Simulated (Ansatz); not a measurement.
Rows from a G0W0 calculation on ZnSe (Stilleite) (Ansatz 0.2.0; G0W0 on PBE, plane waves, PAW; 6×6×6 mesh, 135 empty bands, screening to 120 eV, hard PAW files), in eV. Spin-orbit coupling is left out.

| row | Σx | Σc | Vxc | Z |
| --- | --- | --- | --- | --- |
| A | -9.78 | -3.69 | -13.80 | 0.79 |
| B | -21.81 | 2.18 | -18.89 | 0.76 |
| C | -6.98 | -4.39 | -11.66 | 0.77 |

Question: Which rows are filled states and which are empty ones, and how can one tell?

Filled: B. Empty: A and C. The sign of Σc tells: for a filled state bare exchange, which holds its interaction with itself, lies below Vxc (Σx − Vxc is -2.9 eV or lower here) and screening gives part back as a positive Σc. For an empty state Σx lies above Vxc (+4.0 eV or more) and the Coulomb hole leaves Σc negative.

[Runs of the session that timed out or met a known fault of the program may be left out.]

[Cells called generated may have been cut or substituted from an entry of the Crystallography Open Database or the Materials Project.]

[Hosts, paths, dates, database ids (printed as entryN), source tags and the programs' standing remarks are cut or masked in the printed files.]
